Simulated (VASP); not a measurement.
Runs of VASP 6.6.1 on Si2Ni. It takes space group Fm-3m (No. 225, cubic). Conventional cell: a = 5.406 Å, b = 5.406 Å, c = 5.406 Å, α = 90.00°, β = 90.00°, γ = 90.00°. Around Ni (site symmetry m-3m) lie 8 Si at 2.34 Å. Si (site symmetry -43m) is surrounded by 4 Ni at 2.34 Å. 

```csv
task,level,potentials or basis,cell,k mesh,cutoff (eV),smearing,ladder,gap on the mesh (eV),pressure (GPa),moment (μB),V0 of scaled cells (Å³/atom),relaxed volume (Å³/atom),B0 (GPa)
single point,RPBE,"VASP PAW PBE potentials, release 64 (Ni_GW, Si_GW)",as given,9 × 9 × 9,550,gaussian 0.02 eV,-,none,(b),0.00,-,-,-
relaxation of cell and atoms,PBE+D3(BJ),"VASP PAW PBE potentials, release 64 (Ni, Si)",relaxed,8 × 8 × 8,600,fermi-dirac 0.05 eV,gaps,none,0.1,0.00,-,12.94,-
relaxation of cell and atoms,PBEsol,"VASP PAW PBE potentials, release 64 (Ni, Si)",relaxed,8 × 8 × 8,600,fermi-dirac 0.05 eV,gaps,none,-0.1,0.00,-,13.04,-
equation of state,PBEsol,"VASP PAW PBE potentials, release 64 (Ni, Si)",as given,9 × 9 × 9,520,fermi-dirac 0.05 eV,free,-,-,-,13.10,-,155
relaxation of cell and atoms,LDA,"VASP PAW LDA potentials, release 64 (Ni, Si)",relaxed,8 × 8 × 8,600,fermi-dirac 0.05 eV,gaps,none,0.0,0.00,-,12.75,-
equation of state,PBE,"VASP PAW PBE potentials, release 64 (Ni, Si)",as given,9 × 9 × 9,520,fermi-dirac 0.05 eV,-,-,-,-,13.50,-,144
single point,PBEsol,"VASP PAW PBE potentials, release 64 (Ni, Si)",as given,9 × 9 × 9,520,fermi-dirac 0.05 eV,free,none,-0.8,0.00,-,-,-
single point,LDA,"VASP PAW LDA potentials, release 64 (Ni, Si)",as given,9 × 9 × 9,500,gaussian 0.05 eV,-,none,(c),0.00,-,-,-
single point,PBE,"VASP PAW PBE potentials, release 64 (Ni, Si)",as given,9 × 9 × 9,520,fermi-dirac 0.05 eV,-,none,(a),0.00,-,-,-
```

Alike in all rows: spin collinear, ferromagnetic start.

Estimate the missing entries.

(a) 3.8; (b) 6.2; (c) -3.7.

Caveats: the PAW data sets were made with another functional, which shifts forces and pressure a little (some runs); pairwise dispersion overbinds metals, which lowers pressure and volume (some runs).

A k mesh can miss the band edges.

A gap of «none» marks a metal or a gap under the smearing width.

Not every run made on this cell is shown here.
